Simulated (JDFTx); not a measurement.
InAs: equation of state with RPBE

InAs:

```xyz
2
Lattice="0.0000 3.0180 3.0180 3.0180 0.0000 3.0180 3.0180 3.0180 0.0000" Properties=species:S:1:pos:R:3 pbc="T T T"
In    0.0000    0.0000    0.0000
As    4.5270    4.5270    4.5270
```

```json
{
  "Program": "JDFTx 1.7.0 (patched build)",
  "Task": "equation of state",
  "Functional": "RPBE",
  "Potentials or basis": "PseudoDojo-SR-PBE-0.5-standard",
  "Cutoff": "1143 eV",
  "Density cutoff": "9143 eV",
  "k mesh": "8 × 8 × 8",
  "Occupations": "fermi-dirac, width 0.05 eV",
  "Spin": "no spin polarisation"
}
```

The equilibrium volume is 30.68 Å³/atom (rough: see the caveat) and the bulk modulus is 45 GPa (rough).

Energy against volume, from the lowest point:
```
volume (Å³/atom)  energy (meV/atom)
          25.840             134.07
          26.389              98.44
          26.939              68.88
          27.489              44.75
          28.039              25.52
          28.588              10.77
          29.138               0.00
```

Caveat: the minimum lies outside the volumes run; the potentials were made for another functional, which shifts forces and pressure.
